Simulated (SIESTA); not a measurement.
## MoS2 under changes of volume

One of the cells (17.750 Å³/atom); the others are scaled copies at fixed shape and fractional positions:

```xyz
3
Lattice="1.5855 0.9154 6.1150 -1.5855 0.9154 6.1150 0.0000 -1.8308 6.1150" Properties=species:S:1:pos:R:3 pbc="T T T"
Mo    0.0000    0.0000    0.0000
S     0.0000    0.0000    4.5862
S     0.0000    0.0000   13.7587
```

Measurements of this composition are mostly on another form, of space group No. 194.

| Item | Value |
| --- | --- |
| Program | SIESTA 5.4.2 |
| Functional | PBEsol |
| Potentials or basis | PseudoDojo 0.4 standard (PBEsol files) |
| Basis | DZP (energy shift 0.003 Ry; two zetas on semicore shells) |
| Grid cutoff | 800 Ry |
| Energy shift | 0.003 Ry |
| k mesh | 10 × 10 × 10 |
| Occupations | fermi-dirac, width 0.05 eV |
| Spin | no spin polarisation |

```csv
volume (Å³/atom),energy over the lowest point (meV/atom),pressure (GPa),largest force (eV/Å)
16.685,89.09,17.8,2.451
17.040,54.52,13.5,1.989
17.395,?,?,?
17.750,12.18,5.9,1.164
18.105,2.70,2.7,0.797
18.460,0.00,-0.2,0.457
18.815,3.44,-2.8,0.141
```

Q: What does the run at 17.395 Å³/atom give?

A: Energy over the lowest point 29.18 meV/atom; pressure 9.5 GPa; largest force 1.561 eV/Å.

Worked out: A Birch-Murnaghan fit of order 3 (a polynomial in V^(-2/3)) to the other rows has its minimum at 18.43 Å³/atom with B0 = V·E''(V) = 145 GPa and B' = 4.3 at fixed shape and positions, which overstates the stiffness. It gives 29.19 meV/atom at 17.395 Å³/atom, against the run's 29.18, and -dE/dV = 9.5 GPa, against 9.5.

Energies are extrapolated to zero smearing.

Caveats: the cell's inner coordinates are idealised or old, which leaves forces on the atoms; the basis of atomic orbitals isn't converged, which shifts pressures, moduli and gaps.
